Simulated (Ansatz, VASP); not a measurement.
Ni: VASP beside Ansatz

File INCAR:

```
SYSTEM = Ni
  PREC = Accurate
  ENCUT = 600
  EDIFF = 1E-6
  ISMEAR = -1
  SIGMA = 0.1
  LREAL = .False.
  LASPH = .True.
  NELM = 80
  ALGO = Normal
  ISIF = 3
  LWAVE = .False.
  LCHARG = .False.
  GGA = CA
  IBRION = 2
  NSW = 80
  EDIFFG = -0.01
```

KPOINTS

```
regular mesh
0
Gamma
  11 11 11
  0 0 0
```

POSCAR

```
Ni
1.0
    0.0000000000      2.4534603088      2.4534603088
    2.4534603088      0.0000000000      2.4534603088
    2.4534603088      2.4534603088      0.0000000000
Ni
2
Direct
    0.1250000000      0.1250000000      0.1250000000
    0.8750000000      0.8750000000      0.8750000000
```

Input for Ansatz:

```yaml
crystal:
  lattice:
    - [0.0, 2.4534603088, 2.4534603088]
    - [2.4534603088, 0.0, 2.4534603088]
    - [2.4534603088, 2.4534603088, 0.0]
  atoms:
    - { symbol: Ni, position: [0.125, 0.125, 0.125] }
    - { symbol: Ni, position: [0.875, 0.875, 0.875] }
hamiltonian:
  xc: lda
  pseudopotentials:
    kind: paw
    azcp:
      Ni: "pseudopotentials/Ni.paw.azcp"
basis:
  ecutwfc: 420
  fft_grid_basis: typed
kpoints:
  mp_grid: { grid: [11, 11, 11], shift: [0, 0, 0] }
magnetization:
  spin_polarized: false
scf:
  occupations: { method: fermi_dirac, width: 0.1 }
relax:
  max_steps: 60
  f_tol: 0.01
  cell: {}
output:
  write_density: true
  write_potential: true
  elf: true
  volumetric_format: npy
```

The cell was built by a generator and needn't be a form met in nature.

Alike in both runs: task relaxation of cell and atoms; functional LDA; k mesh 11 × 11 × 11; occupations fermi-dirac, width 0.1 eV; no spin polarisation.

```csv
,VASP,Ansatz
version,VASP 6.6.1,Ansatz 0.2.0
potentials or method,"VASP PAW LDA potentials, release 64 (Ni)","plane waves (420 eV) with PAW, scalar-relativistic"
plane-wave cutoff (eV),600,420
valence electrons in the cell,20,36
```

Ansatz gave:

* relaxed volume (Å³/atom): 15.04
* relaxed cell length with the largest relative difference (Å): 3.490
* energy change over the relaxation (meV/atom): -2

**Question.** Estimate VASP's values.

**Answer.** Relaxed volume (Å³/atom): 15.00; relaxed cell length with the largest relative difference (Å): 3.488; energy change over the relaxation (meV/atom): -1.

The two sets of potentials don't hold the same shells in valence. Ansatz warned: «pseudo_functional_mismatch».

Caveats: the run has no spin polarisation, though such a crystal can be magnetic. Spin polarisation is off, so any magnetic state and its effect on volume and gap are missing.
